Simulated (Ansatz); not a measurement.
# SiO2: a point defect seen from the nuclei (H on an O site), part 3 of 3

How do the nuclei near a point defect see it? The defect is H on an O site in SiO2 (cell charge +1), first unrelaxed. The cell is a supercell built from a computed entry of the Materials Project. Planned: a single point, then a relaxation, then a check of xc with n_extra_bands with xc_grid.

Ansatz 0.2.0; DFT, PBE, plane-wave PAW, default files, scalar-relativistic, as far as a step names no other. Earlier steps stand in the parts before.

## (4) Settings changed: hamiltonian.xc = lda, scf.n_extra_bands = 1, basis.xc_grid = 2

input.yaml

```yaml
crystal:
  lattice:
    - [7.6036108327, 4.3899467611, 0.0]
    - [-7.6036108327, 4.3899467611, 0.0]
    - [0.0, 0.0, 8.55848854]
  atoms:
    - { symbol: Si, position: [0.3333333333, 0.0, 0.9371258] }
    - { symbol: Si, position: [0.6666666667, 0.6666666667, 0.9371258] }
    - { symbol: Si, position: [0.0, 0.3333333333, 0.9371258] }
    - { symbol: Si, position: [0.3333333333, 0.0, 0.5628742] }
    - { symbol: Si, position: [0.6666666667, 0.6666666667, 0.5628742] }
    - { symbol: Si, position: [0.0, 0.3333333333, 0.5628742] }
    - { symbol: Si, position: [0.3333333333, 0.3333333333, 0.0628742] }
    - { symbol: Si, position: [0.6666666667, 0.0, 0.0628742] }
    - { symbol: Si, position: [0.0, 0.6666666667, 0.0628742] }
    - { symbol: Si, position: [0.3333333333, 0.3333333333, 0.4371258] }
    - { symbol: Si, position: [0.6666666667, 0.0, 0.4371258] }
    - { symbol: Si, position: [0.0, 0.6666666667, 0.4371258] }
    - { symbol: H, position: [0.1404195817, 0.2808391633, 0.0] }
    - { symbol: O, position: [0.473752915, 0.94750583, 0.0] }
    - { symbol: O, position: [0.8070862483, 0.6141724967, 0.0] }
    - { symbol: O, position: [0.2808391633, 0.1404195817, 0.5] }
    - { symbol: O, position: [0.6141724967, 0.8070862483, 0.5] }
    - { symbol: O, position: [0.94750583, 0.473752915, 0.5] }
    - { symbol: O, position: [0.1929137517, 0.8070862483, 0.5] }
    - { symbol: O, position: [0.526247085, 0.473752915, 0.5] }
    - { symbol: O, position: [0.8595804183, 0.1404195817, 0.5] }
    - { symbol: O, position: [0.3858275033, 0.1929137517, 0.0] }
    - { symbol: O, position: [0.7191608367, 0.8595804183, 0.0] }
    - { symbol: O, position: [0.05249417, 0.526247085, 0.0] }
    - { symbol: O, position: [0.1929137517, 0.3858275033, 0.5] }
    - { symbol: O, position: [0.526247085, 0.05249417, 0.5] }
    - { symbol: O, position: [0.8595804183, 0.7191608367, 0.5] }
    - { symbol: O, position: [0.3333333333, 0.0, 0.75] }
    - { symbol: O, position: [0.6666666667, 0.6666666667, 0.75] }
    - { symbol: O, position: [0.0, 0.3333333333, 0.75] }
    - { symbol: O, position: [0.3333333333, 0.3333333333, 0.25] }
    - { symbol: O, position: [0.6666666667, 0.0, 0.25] }
    - { symbol: O, position: [0.0, 0.6666666667, 0.25] }
    - { symbol: O, position: [0.1404195817, 0.8595804183, 0.0] }
    - { symbol: O, position: [0.473752915, 0.526247085, 0.0] }
    - { symbol: O, position: [0.8070862483, 0.1929137517, 0.0] }
total_charge: 1
kpoints:
  mp_grid: { grid: [3, 3, 2] }
scf:
  occupations: { method: fermi_dirac, width: 0.01 }
  n_extra_bands: 1
hamiltonian:
  xc: lda
  pseudopotentials: { kind: paw }
output:
  forces: true
  stress: true
  populations: true
  efg:
    quadrupole_moments_barn: { H: 0.00285783, O: -0.02558 }
    contact_densities: true
basis:
  xc_grid: 2
```

The run is started by

```
> ansatz run input.yaml --threads 1 --pin off --max-ram 3072MiB --backend cpu --events-out ev --progress --plain --runs-dir out
```

The log of the run:

```text
Warning: RAYON_NUM_THREADS=1 ignored (pool sized by the plan → 1); use --threads N
scf.n_extra_bands = 1 over 93 filled bands (N_el = 186.0): the run solves 94 bands
Engine: ansatz 0.2.0, x86_64-unknown-linux-gnu
Pseudopotentials: kind: paw
Pseudopotential: Si, paw, valence charge 4, recommended cutoff 420 eV (normal), Si.paw.azcp
Pseudopotential: H, paw, valence charge 1, recommended cutoff 420 eV (normal), H.paw.azcp
Pseudopotential: O, paw, valence charge 6, recommended cutoff 420 eV (normal), O.paw.azcp
Functional definition: SPW92
  exchange = slater_x
  correlation = pw_c
Crystal: 36 atoms, lattice volume = 571.355 Å³
Basis set: ecut = 420 eV, 11207 PW (Γ), exchange–correlation on 120×120×120 points (8 copies of the dense FFT grid, shifted against one another)
Bands: 94, of which v1, the nominal top of the filled ones, is band 93 counted from 1 (92 counted from 0)
Symmetry: 2 space group operations
Space group: C2 (ITA 5), of the structure as read, at distance tolerance 8.3e-5 Å
k-points: 8 of 18 (time reversal used)
Non-local potential: Si, projectors of the file, l = 0: 2, l = 1: 2, l = 2: 2
Non-local potential: H, projectors of the file, l = 0: 2, l = 1: 1
Non-local potential: O, projectors of the file, l = 0: 2, l = 1: 2, l = 2: 1
PAW form: soft (Blöchl's): semilocal exchange-correlation on the pseudo side does not see the compensation charge
PAW frozen core: Si, regenerated for the run's functional, and the local potential with it (the file was generated under x = pbe(κ = 0.804, μ = 0.2195149727645171), c = pbe(β = 0.06672455060314922))
PAW frozen core: O, regenerated for the run's functional, and the local potential with it (the file was generated under x = pbe(κ = 0.804, μ = 0.2195149727645171), c = pbe(β = 0.06672455060314922))
PAW one-centre angular grid: Si, 110 points (default); XC on 64 Gauss nodes
PAW one-centre angular grid: H, 110 points (default); XC on 64 Gauss nodes
PAW one-centre angular grid: O, 110 points (default); XC on 64 Gauss nodes
Initial density: superposition of atomic densities (neutral atoms scaled as one to the charged cell's electrons: chi_scale 0, normalization atom), corrected by the library's trained network
Initial wavefunctions: pseudopotential atomic-orbital guess
Functional: x = slater, c = lda
SCF iter   1: F=—  HF=-20131.945978 eV  |F-HF|=—  |Δ(HF+E_count)|=         —  Δρ=6.60e-3  dr2=7.93e-1  ethr=1.77e-3  ⟨swp⟩=8.1  Hψ=4451  notcnv=0
preconditioner: auto → Resta (q_TF=auto, 2.263 Å⁻¹)  ε∞=4.7  [insulator: Δε(μ)=3.976 eV  Ē_g=10.987 eV  σ=0.010 eV  W_gap=1.00  n_scr=108 (ndim 8)  ℏωp=21.2 eV  f_vac=0.282  D(μ)=0.00/eV (n_scr^D=0)  ε∞_Penn≈4.7]
SCF iter   2: F=—  HF=-20131.723976 eV  |F-HF|=—  |Δ(HF+E_count)|=   2.22e-1  Δρ=3.82e-3  dr2=3.18e-1  ethr=4.27e-4  ⟨swp⟩=3.0  Hψ=1152  notcnv=0
SCF iter   3: F=—  HF=-20131.586891 eV  |F-HF|=—  |Δ(HF+E_count)|=   1.37e-1  Δρ=1.86e-3  dr2=2.60e-2  ethr=1.71e-4  ⟨swp⟩=4.0  Hψ=1334  notcnv=0
SCF iter   4: F=—  HF=-20131.580425 eV  |F-HF|=—  |Δ(HF+E_count)|=   6.47e-3  Δρ=9.81e-4  dr2=7.98e-3  ethr=1.40e-5  ⟨swp⟩=3.0  Hψ=1705  notcnv=0
SCF iter   5: F=—  HF=-20131.578352 eV  |F-HF|=—  |Δ(HF+E_count)|=   2.07e-3  Δρ=3.92e-4  dr2=1.61e-3  ethr=4.29e-6  ⟨swp⟩=2.0  Hψ=1318  notcnv=0
SCF iter   6: F=—  HF=-20131.578015 eV  |F-HF|=—  |Δ(HF+E_count)|=   3.37e-4  Δρ=2.46e-4  dr2=4.00e-4  ethr=8.63e-7  ⟨swp⟩=2.0  Hψ=1355  notcnv=0
SCF iter   7: F=—  HF=-20131.577951 eV  |F-HF|=—  |Δ(HF+E_count)|=   6.37e-5  Δρ=5.39e-5  dr2=3.21e-5  ethr=2.15e-7  ⟨swp⟩=2.0  Hψ=1495  notcnv=0
SCF iter   8: F=—  HF=-20131.578191 eV  |F-HF|=—  |Δ(HF+E_count)|=   2.40e-4  Δρ=2.06e-5  dr2=3.66e-6  ethr=1.72e-8  ⟨swp⟩=2.0  Hψ=1302  notcnv=0
SCF iter   9: F=—  HF=-20131.578193 eV  |F-HF|=—  |Δ(HF+E_count)|=   1.86e-6  Δρ=2.14e-5  dr2=2.05e-6  ethr=1.97e-9  ⟨swp⟩=2.0  Hψ=1496  notcnv=0
SCF iter  10: F=-20131.578193 eV  HF=-20131.578192 eV  |F-HF|=5.48e-8  |Δ(HF+E_count)|=   2.80e-7  Δρ=2.70e-6  dr2=6.62e-8  ethr=5.38e-11  ⟨swp⟩=4.0  Hψ=4027  notcnv=0
SCF 1 converged in 10 iterations: F = -20131.578193 eV  dr2 = 6.62e-8
SCF converged after 10 iterations
Free energy (F): -20131.578193 eV
Harris-Foulkes:  -20131.578192 eV  (|F-HF|=5.48e-8)
Internal energy: -20131.578193 eV  (E = F + TS)
E sigma→0 (E₀):  -20131.578193 eV
Fermi energy:    1.757223 eV
--- Per-component energies (eV) ---
  E_band       = -1254.508335
  E_kinetic    = 4622.862113
  E_local      = -14553.325752  (includes V_loc(G=0)·N_el)
  E_nonlocal   = 1453.691046
  E_hartree    = 5428.873284
  E_xc         = -2331.032475
  E_vxc        = -2719.054272  (∫ρ·V_xc dr)
  E_paw        = -9248.559048  (= ΣΔE_a)
  E_vpaw       = -916.492405  (= ΣTr[D̂ρ^β])
  E_aug_tail   = 0.059878  (compensation charges beyond the density's cutoff)
  E_ewald      = -5507.388401
  E_core_change = 3.241163  (= ΣΔE_core)
  E_smearing   = -0.000000  (= −TS)
  E_closure    = -0.000000  (closes the sum)
  E_deformation_potential = 9.326617  (in the stress; not in F)
  Σ components = -20131.578193   (vs F -20131.578193, Δ=0.00e0)
--- Forces (eV/Å), atoms counted from 1 ---
  atom   1  Si     0.92114472    -0.84370763    -0.80179707
  atom   2  Si     0.26547387     0.90516342    -0.80202208
  atom   3  Si    -3.23108906    -0.64261980    -1.32455554
  atom   4  Si     0.26344650    -0.08472869    -0.34525478
  atom   5  Si    -0.04438296     0.25656437    -0.29499701
  atom   6  Si    -0.12139551    -0.10648526    -1.50693131
  atom   7  Si     2.17206960     2.47689531     1.32455554
  atom   8  Si     0.27009988    -1.21958855     0.80179707
  atom   9  Si    -0.91663145     0.22267460     0.80202208
  atom  10  Si     0.15291670     0.05188896     1.50693131
  atom  11  Si    -0.05834605    -0.27051571     0.34525478
  atom  12  Si    -0.19999978     0.16671896     0.29499701
  atom  13  H      0.05249354    -0.09092147     0.00000000
  atom  14  O     -0.19271221     0.33378734     0.00000000
  atom  15  O      0.04558970    -0.07896368     0.00000000
  atom  16  O     -0.23957500     0.18982836    -0.18984709
  atom  17  O      0.03394528     0.06001446    -0.01376671
  atom  18  O      0.33860136    -0.09157817     0.24787739
  atom  19  O     -0.06894669     0.00060975     0.01376671
  atom  20  O     -0.08999166    -0.33902647    -0.24787739
  atom  21  O     -0.04460869     0.30239221     0.18984709
  atom  22  O     -1.64747654     0.00314923     0.17997687
  atom  23  O     -0.09720873     0.04150686     0.02309522
  atom  24  O      1.79583947    -0.55227264    -0.28102387
  atom  25  O      0.04893734    -0.08476195     0.00000000
  atom  26  O      0.00782061    -0.01354570     0.00000000
  atom  27  O      0.05295025    -0.09171253     0.00000000
  atom  28  O     -0.15348004     0.09003721     0.53502411
  atom  29  O     -0.02345337    -0.14064969     0.48797518
  atom  30  O      0.72951789     0.23451283     1.95267465
  atom  31  O     -0.56785301    -0.51452461    -1.95267465
  atom  32  O     -0.00123449     0.17793621    -0.53502411
  atom  33  O      0.13353289    -0.05001363    -0.48797518
  atom  34  O      0.01265837     0.10493866    -0.02309522
  atom  35  O     -0.41963760    -1.83137892     0.28102387
  atom  36  O      0.82101096     1.42833116    -0.17997687
  max |Σ_I F_I| component: 4.52e-5 eV/Å
--- Stress (GPa, compression-positive) ---
       -1.781878      -0.220681      -0.247880
       -0.220681      -1.527058      -0.143114
       -0.247881      -0.143114      -1.368664
  P = ⅓ Tr σ = -1.5592 GPa (-15.592 kbar)
--- PAW observables at the nuclei: V_zz in 10²¹ V/m², potentials from the cell's mean, atoms counted from 1 ---
  atom   1  Si V_zz =    +0.598739   η = 0.5811   by run symmetry: allowed
            electrostatic potential = -1352.773063 V   contact ρ = 12681.490731 e/Å³
  atom   2  Si V_zz =    +0.711323   η = 0.4213   by run symmetry: allowed
            electrostatic potential = -1352.769354 V   contact ρ = 12681.370729 e/Å³
  atom   3  Si V_zz =    +4.425082   η = 0.0089   by run symmetry: allowed
            electrostatic potential = -1351.237510 V   contact ρ = 12683.260846 e/Å³
  atom   4  Si V_zz =    -0.118517   η = 0.9277   by run symmetry: allowed
            electrostatic potential = -1353.318505 V   contact ρ = 12681.443711 e/Å³
  atom   5  Si V_zz =    +0.115400   η = 0.9389   by run symmetry: allowed
            electrostatic potential = -1353.340339 V   contact ρ = 12681.449064 e/Å³
  atom   6  Si V_zz =    +0.611312   η = 0.2921   by run symmetry: allowed
            electrostatic potential = -1352.956030 V   contact ρ = 12681.488390 e/Å³
  atom   7  Si V_zz =    +4.425082   η = 0.0089   by run symmetry: allowed
            electrostatic potential = -1351.237510 V   contact ρ = 12683.260846 e/Å³
  atom   8  Si V_zz =    +0.598739   η = 0.5811   by run symmetry: allowed
            electrostatic potential = -1352.773063 V   contact ρ = 12681.490731 e/Å³
  atom   9  Si V_zz =    +0.711323   η = 0.4213   by run symmetry: allowed
            electrostatic potential = -1352.769354 V   contact ρ = 12681.370729 e/Å³
  atom  10  Si V_zz =    +0.611312   η = 0.2921   by run symmetry: allowed
            electrostatic potential = -1352.956030 V   contact ρ = 12681.488389 e/Å³
  atom  11  Si V_zz =    -0.118517   η = 0.9277   by run symmetry: allowed
            electrostatic potential = -1353.318505 V   contact ρ = 12681.443711 e/Å³
  atom  12  Si V_zz =    +0.115400   η = 0.9389   by run symmetry: allowed
            electrostatic potential = -1353.340339 V   contact ρ = 12681.449064 e/Å³
  atom  13  H  V_zz =    +1.965250   η = 0.0764   by run symmetry: allowed   C_q = +0.1358 MHz
            electrostatic potential = -34.216402 V   contact ρ = 3.027394 e/Å³
  atom  14  O  V_zz =    +9.255229   η = 0.2507   by run symmetry: allowed   C_q = -5.7246 MHz
            electrostatic potential = -616.542480 V   contact ρ = 2121.081352 e/Å³
  atom  15  O  V_zz =    +9.665651   η = 0.1344   by run symmetry: allowed   C_q = -5.9784 MHz
            electrostatic potential = -616.601718 V   contact ρ = 2120.847772 e/Å³
  atom  16  O  V_zz =    +9.417994   η = 0.0893   by run symmetry: allowed   C_q = -5.8252 MHz
            electrostatic potential = -616.920574 V   contact ρ = 2120.953751 e/Å³
  atom  17  O  V_zz =    +9.408397   η = 0.1136   by run symmetry: allowed   C_q = -5.8193 MHz
            electrostatic potential = -617.115665 V   contact ρ = 2120.943802 e/Å³
  atom  18  O  V_zz =    +9.433749   η = 0.0733   by run symmetry: allowed   C_q = -5.8350 MHz
            electrostatic potential = -616.927760 V   contact ρ = 2120.975947 e/Å³
  atom  19  O  V_zz =    +9.408397   η = 0.1136   by run symmetry: allowed   C_q = -5.8193 MHz
            electrostatic potential = -617.115665 V   contact ρ = 2120.943802 e/Å³
  atom  20  O  V_zz =    +9.433749   η = 0.0733   by run symmetry: allowed   C_q = -5.8350 MHz
            electrostatic potential = -616.927760 V   contact ρ = 2120.975947 e/Å³
  atom  21  O  V_zz =    +9.417994   η = 0.0893   by run symmetry: allowed   C_q = -5.8252 MHz
            electrostatic potential = -616.920574 V   contact ρ = 2120.953751 e/Å³
  atom  22  O  V_zz =    +9.258107   η = 0.4901   by run symmetry: allowed   C_q = -5.7263 MHz
            electrostatic potential = -615.673714 V   contact ρ = 2121.786579 e/Å³
  atom  23  O  V_zz =    +9.429810   η = 0.1921   by run symmetry: allowed   C_q = -5.8325 MHz
            electrostatic potential = -616.555513 V   contact ρ = 2120.924276 e/Å³
  atom  24  O  V_zz =   +10.408810   η = 0.1123   by run symmetry: allowed   C_q = -6.4381 MHz
            electrostatic potential = -615.812089 V   contact ρ = 2121.038257 e/Å³
  atom  25  O  V_zz =    +9.426178   η = 0.0659   by run symmetry: allowed   C_q = -5.8303 MHz
            electrostatic potential = -616.772376 V   contact ρ = 2120.964623 e/Å³
  atom  26  O  V_zz =    +9.439453   η = 0.1042   by run symmetry: allowed   C_q = -5.8385 MHz
            electrostatic potential = -617.105117 V   contact ρ = 2120.920593 e/Å³
  atom  27  O  V_zz =    +9.381486   η = 0.1212   by run symmetry: allowed   C_q = -5.8027 MHz
            electrostatic potential = -617.125270 V   contact ρ = 2120.959564 e/Å³
  atom  28  O  V_zz =    +9.996569   η = 0.0166   by run symmetry: allowed   C_q = -6.1831 MHz
            electrostatic potential = -616.812111 V   contact ρ = 2120.362576 e/Å³
  atom  29  O  V_zz =   +10.031755   η = 0.0220   by run symmetry: allowed   C_q = -6.2049 MHz
            electrostatic potential = -616.857348 V   contact ρ = 2120.350516 e/Å³
  atom  30  O  V_zz =   +10.417194   η = 0.2015   by run symmetry: allowed   C_q = -6.4433 MHz
            electrostatic potential = -615.794977 V   contact ρ = 2120.794300 e/Å³
  atom  31  O  V_zz =   +10.417194   η = 0.2015   by run symmetry: allowed   C_q = -6.4433 MHz
            electrostatic potential = -615.794977 V   contact ρ = 2120.794300 e/Å³
  atom  32  O  V_zz =    +9.996569   η = 0.0166   by run symmetry: allowed   C_q = -6.1831 MHz
            electrostatic potential = -616.812111 V   contact ρ = 2120.362576 e/Å³
  atom  33  O  V_zz =   +10.031755   η = 0.0220   by run symmetry: allowed   C_q = -6.2049 MHz
            electrostatic potential = -616.857348 V   contact ρ = 2120.350516 e/Å³
  atom  34  O  V_zz =    +9.429810   η = 0.1921   by run symmetry: allowed   C_q = -5.8325 MHz
            electrostatic potential = -616.555513 V   contact ρ = 2120.924276 e/Å³
  atom  35  O  V_zz =   +10.408810   η = 0.1123   by run symmetry: allowed   C_q = -6.4381 MHz
            electrostatic potential = -615.812089 V   contact ρ = 2121.038257 e/Å³
  atom  36  O  V_zz =    +9.258107   η = 0.4901   by run symmetry: allowed   C_q = -5.7263 MHz
            electrostatic potential = -615.673714 V   contact ρ = 2121.786579 e/Å³
--- Band table (eV; the first three rows and the last of 8) ---
[... 4 lines left out ...]
--- Löwdin populations: 36 sites ---
  site symbol       q [e]
     0     Si      2.2112
     1     Si      2.2035
     2     Si      2.2993
     3     Si      2.2115
     4     Si      2.2123
     5     Si      2.2080
     6     Si      2.2993
     7     Si      2.2112
     8     Si      2.2035
     9     Si      2.2080
    10     Si      2.2115
    11     Si      2.2123
    12      H      1.1539
    13      O      6.7646
    14      O      6.7692
    15      O      6.7711
    16      O      6.7719
    17      O      6.7684
    18      O      6.7719
    19      O      6.7684
    20      O      6.7711
    21      O      6.7289
    22      O      6.7725
    23      O      6.7489
    24      O      6.7711
    25      O      6.7726
    26      O      6.7717
    27      O      6.7718
    28      O      6.7714
    29      O      6.7411
    30      O      6.7411
    31      O      6.7718
    32      O      6.7714
    33      O      6.7725
    34      O      6.7489
    35      O      6.7289
  spilling = 0.014052 (of n_electrons = 186.000000)
```

Run time: 56 s. Hardware: 1 thread of Intel Xeon Platinum 8488C (Sapphire Rapids), shared host; peak memory 0.9 GiB.

The run ends with gap on the mesh 2.71 eV, largest force 3.551 eV/Å, pressure -1.6 GPa.

Beside the values of step 2 (V_zz in 10²¹ V/m²; 11 of 21 rows, with the four largest changes of size):

```tsv
site	atoms	V_zz, PBE	V_zz, new settings	η, PBE	η, new settings
H	13	1.97	1.97	0.08	0.08
Si3	3, 7	4.55	4.43	0.01	0.01
O30	30, 31	10.69	10.42	0.20	0.20
O22	22, 36	9.50	9.26	0.49	0.49
O24	24, 35	10.68	10.41	0.11	0.11
Si1	1, 8	0.61	0.60	0.57	0.58
O23	23, 34	9.66	9.43	0.19	0.19
Si6	6, 10	0.63	0.61	0.29	0.29
Si2	2, 9	0.73	0.71	0.41	0.42
O28	28, 32	10.25	10.00	0.02	0.02
O29	29, 33	10.28	10.03	0.02	0.02
```

The sizes of the gradients above 0.15 moved by 2.4 % in the median, 3 % at the site that moves most (small gradients counted from 0.15; Si6, 0.63 to 0.61).

## (5) From gradients to spectra (values of step 3)

¹⁷O (I = 5/2, Q = -25.58 mb) at 7.05 T, Larmor frequency 40.7 MHz. Second-order quadrupolar shifts of the central transition; chemical shifts are not computed, so all sites share one zero.

```tsv
site	count	C_Q (MHz)	η	ν_Q (MHz)	δ_QIS (ppm)
O30	2	-6.35	0.13	0.952	-146.7
O22	2	-6.10	0.09	0.914	-134.9
O24	2	-5.97	0.21	0.896	-131.0
O23	2	-6.20	0.16	0.930	-140.2
O28	2	-6.48	0.08	0.972	-152.4
O14	1	-6.60	0.10	0.990	-158.1
```

¹⁷O central transition, under fast magic-angle spinning:

(kHz, intensity): (-16.7, 0), (-16.0, 0), (-15.3, 1), (-14.6, 3), (-13.9, 4), (-13.1, 6), (-12.4, 7), (-11.7, 8), (-11.0, 8), (-10.3, 14), (-9.6, 39), (-8.9, 60), (-8.2, 69), (-7.5, 60), (-6.7, 51), (-6.0, 49), (-5.3, 50), (-4.6, 53), (-3.9, 60), (-3.2, 80), (-2.5, 100), (-1.8, 53), (-1.1, 6), (-0.4, 0)

## (6) What came out

This closing draws on all 3 parts.

| quantity | value |
| --- | --- |
| state (step 3) | gap on the mesh 4.62 eV, largest force 0.011 eV/Å, pressure 0.3 GPa |
| V_zz by site, step 3 (10²¹ V/m²) | H 1.96, Si3 6.27, O30 10.26, O22 9.86, O24 9.66, Si1 1.54, O23 10.02, Si6 1.62, … |
| largest C_Q in size, step 3 | 6.60 MHz, ¹⁷O at O14 |
| step 3 (ions relaxed) against step 2 | 4 % in the median, over a factor of two at the site that moves most (small gradients counted from 0.15; Si5, 0.12 to -0.50), with a change of sign at Si4, Si5 |
| step 4 (hamiltonian.xc = lda, scf.n_extra_bands = 1, basis.xc_grid = 2) against step 2, before relaxation | 2.4 % in the median, 3 % at the site that moves most (small gradients counted from 0.15; Si6, 0.63 to 0.61) |

What this shows: Site O14 (2 Si at 1.61 Å, angle 172°) carries the largest gradient. The runs allow no spin. The relaxation kept the symmetry C2, so a distorted place of lower energy may have been missed. Moves of at most 0.37 Å on relaxation changed gradients by over a factor of two in size at the worst site (4 % in the median) (gradients over 0.15 counted), so at some sites the starting positions were a poor guide. At 7.05 T the ¹⁷O line of the largest coupling listed spans about 14 kHz under magic-angle spinning and 36 kHz static, from the quadrupolar part alone (no shift anisotropy). The defect repeats with the cell of 36 atoms, so it feels its images: sites between two images don't show the values beside a lone defect, and zeros or small values of η there can come from the images' arrangement. O and Si carry a gradient in the pure host already, so the values there aren't the defect's effect alone. The relaxation keeps the site symmetry 2 of the start, so the impurity can move only along its axis; a start off the site could end lower. A uniform background compensates the cell's charge.

The gaps are Kohn-Sham values of a semilocal functional, not quasiparticle or optical gaps. Such gaps usually fall short of the measured ones.
